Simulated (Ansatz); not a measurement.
SrO built on the zincblende prototype, relaxed with r2SCAN, was run in the plane-wave code Ansatz under altered settings. All numbers are computed, without spin polarisation but where a row says otherwise.

```
Sr O
1.0
     0.00000    2.79228    2.79228
     2.79228    0.00000    2.79228
     2.79228    2.79228    0.00000
Sr O
1 1
Direct
  0.00000 0.00000 0.00000
  0.25000 0.25000 0.25000
```

The base run's other keys:
```yaml
kpoints:
  mp_grid: { grid: [4, 4, 4] }
hamiltonian:
  xc: hse06
scf:
  occupations: { method: fixed }
  n_extra_bands: 4
```

It takes 13 iterations with 869 plane waves at 420 eV and 8 k points, and leaves a mean stress of -0.35 GPa. The gap over this mesh is 3.852 eV. It ran on 4 threads of Arm Neoverse V1, with other jobs on the host.

Outcomes, with energy and stress as changes against the base:
```
                                    setting    outcome  ΔF (meV/atom)  Δ mean stress (GPa)  gap on the mesh (eV)  iterations  wall time
                       hamiltonian.xc: hiss    refused              –                    –                     –           –     0.89 s
PBE hybrid, exx coeff 0.4, omega 0.2078 1/Å  converged              –                 -0.8                 4.699          13      3.9 s
  PBE hybrid, exx coeff 0.05, omega 0.1 1/Å  converged              –                 +1.0                 2.844          11      3.2 s
   PBE hybrid, exx coeff 0.5, omega 0.5 1/Å  converged              –                 -1.0                 4.051          13      3.9 s
              scf.occupations: gaussian 0.2  converged            0.0                  0.0                 3.852          13      3.7 s
     scf.occupations: methfessel_paxton 0.5  converged            0.0                  0.0                 3.852          13      3.6 s
```
A dash marks a value that wasn't obtained or can't be compared. Stress is positive in compression. The base took 3.8 s.

- hamiltonian.xc: hiss. It is rejected at once. Error: inconsistent input (scf.exx.singularity, hamiltonian.xc): left to auto with a screened hybrid — auto would keep the own limit of the kernel of several ranges that all end (none), and with it the interaction's periodic images, which move energies and levels by what the mesh and the cell leave; type `singularity […]
- PBE hybrid, exx coeff 0.4, omega 0.2078 1/Å. That is 40 % exact exchange, screened with ω = 0.2078 1/Å, against HSE06's 25 % screened at 0.208 1/Å. The mean stress moves by -0.8 GPa and the gap on the mesh by +0.847 eV (to 4.699). Totals of different functionals aren't comparable.
- PBE hybrid, exx coeff 0.05, omega 0.1 1/Å. That is 5 % exact exchange, screened with ω = 0.1 1/Å, against HSE06's 25 % screened at 0.208 1/Å. The mean stress moves by +1.0 GPa and the gap on the mesh by -1.008 eV (to 2.844). Totals of different functionals aren't comparable. The program warns that on this mesh the truncation of the exchange isn't bounded, so part of the change can be an error of the mesh.
- PBE hybrid, exx coeff 0.5, omega 0.5 1/Å. That is 50 % exact exchange, screened with ω = 0.5 1/Å, against HSE06's 25 % screened at 0.208 1/Å. The mean stress moves by -1.0 GPa and the gap on the mesh by +0.199 eV (to 4.051). Totals of different functionals aren't comparable.

Within 1 meV an atom, 0.1 GPa and 0.005 eV of the base stay: scf.occupations: gaussian 0.2; scf.occupations: methfessel_paxton 0.5.

The stress of a hybrid is loosely converged in these runs.

The meshes of the hybrids are coarse, so their gaps aren't converged to the digits shown.
